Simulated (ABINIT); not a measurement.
HfC:

```
Hf C
1.0
     0.00000    2.32500    2.32500
     2.32500    0.00000    2.32500
     2.32500    2.32500    0.00000
Hf C
1 1
Direct
  0.50000 0.50000 0.50000
  0.00000 0.00000 0.00000
```

Base run:

- Program: ABINIT 10.8.3 (patched build)
- Functional: LDA
- Potentials or basis: PseudoDojo NC SR LDA v0.4.1 standard
- Cutoff: 1116 eV
- k mesh: 10 × 10 × 10
- Occupations: fermi-dirac, width 0.05 eV
- Spin: no spin polarisation

Its results: band gap on the k mesh none (metal or under the smearing width); pressure -13.7 GPa.

Task: After a change of settings the same cell gave: band gap on the k mesh none (metal or under the smearing width); pressure 0.6 GPa. Which change was it?
A. functional from LDA to BP86; potentials or basis from PseudoDojo NC SR LDA v0.4.1 standard to JTH PAW PBE v2.0; cutoff from 1116 eV to 544 eV
B. potentials or basis from PseudoDojo NC SR LDA v0.4.1 standard to JTH PAW LDA v2.0; cutoff from 1116 eV to 544 eV; k mesh from 10 × 10 × 10 to 4 × 4 × 4
C. potentials or basis from PseudoDojo NC SR LDA v0.4.1 standard to JTH PAW LDA v2.0; cutoff from 1116 eV to 544 eV; k mesh from 10 × 10 × 10 to 8 × 8 × 8
D. functional from LDA to rPW86PBE; potentials or basis from PseudoDojo NC SR LDA v0.4.1 standard to JTH PAW PBE v2.0; cutoff from 1116 eV to 544 eV

Result: A.

Caveats: spin-orbit coupling is left out, which moves the levels of the heavy elements; the PAW data sets were made with another functional, which shifts forces and pressure a little (some runs).

Runs at the PBE level aren't shown here.
